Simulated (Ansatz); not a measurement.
**What sets the N vacancy content of AlN**

Level of theory: Ansatz, DFT PBE, scalar-relativistic, plane waves, PAW.

Settings: cutoff 420 eV, Γ-centred mesh 7×7×6 on the computed 15-atom cell, Gaussian smearing of 0.10 eV; no spin polarisation.

The ordered crystal (P6_3mc, 10.65 Å³/atom, a gap on the mesh of 4.03 eV), relaxed at this level:

```
CELL_PARAMETERS angstrom
3.13023 0.00000 0.00000
-1.56512 2.71086 0.00000
0.00000 0.00000 5.01801
ATOMIC_POSITIONS crystal
Al 0.33333 0.66667 0.99923
Al 0.66667 0.33333 0.49923
N 0.33333 0.66667 0.38077
N 0.66667 0.33333 0.88077
```

The crystal stands on its own mesh of 12×12×6. The changed cells were relaxed on coarser meshes and computed once more on meshes like the one named, which can leave forces up to 0.25 eV/Å.

The crystal forms from the elements' standard states with -1.368 eV/atom, or -2.74 eV per N. From a supercell of 16 atoms neutral N atoms were removed at random and the cells relaxed:

```tsv
N removed	energy a vacancy, N-rich (eV)	volume / perfect	gap on mesh (eV)
1	5.42	0.997	0.00
2	4.71	0.970	0.00
3	4.41	0.984	0.00
```

Task: Over what range can the formation energy of the neutral N vacancy move?

Result: With k vacancies in the cell, E_v = [E(defect cell) − E(perfect cell)]/k + μ(N). With μ counted from the standard state, the compound is stable against the two elements for -2.74 eV ≤ Δμ ≤ 0, so for the most dilute cell E_v runs from 5.42 eV (N-rich) to 5.42 − 2.74 = 2.68 eV (Al-rich). At 1000 K the site fraction 1/[1 + exp(E_v/k_BT)] spans 5e-28 to 3e-14. Other phases of the two elements can narrow the range. Vacancies of Al, antisites and interstitials weren't computed and can be far cheaper. Even the most dilute cell lacks 12.5 % of its N, far from an isolated defect.

Task: Turn Δμ into temperature and pressure of N₂.

Result: For an ideal gas Δμ = ½[H(T) − H(0) − T S(T)] + ½ k_BT ln(p/1 bar), with H(298 K) − H(0) = 8.7 kJ/mol, S(298 K) = 191.6 J/(mol K) and a constant C_p = 29.1 J/(mol K):
```
T (K) p (bar)  Δμ (eV) E_v (eV) site fraction
  800        1    -0.79      4.63          7e-30
  800    1e-10    -1.59      3.83          7e-25
  800    1e-20    -2.38      3.04          7e-20
 1200        1    -1.26      4.16          3e-18
 1200    1e-10    -2.45      2.97          3e-13
 1200    1e-20    -3.64      1.78     decomposes
```

Below Δμ = -2.74 eV the compound isn't stable against Al and gas. The solid's vibrations, the molecule's zero-point energy, charged vacancies (often cheaper in a gapped crystal) and the functional's error for N₂ are left out.

With 3 vacancies the cost is 4.41 eV each against 5.42 eV: in these draws vacancies lower each other's cost, a drive to cluster or to part into a phase poorer in N.

A cell with an odd number of electrons, run without spin, has no gap by construction; a spin-polarised state may open one and lie lower.

Cost: 6 runs of about 20 core-minutes in all (earlier runs that led there not counted), on Intel Xeon Processor @ 2.50GHz (Skylake/Cascade Lake) (shared hosts).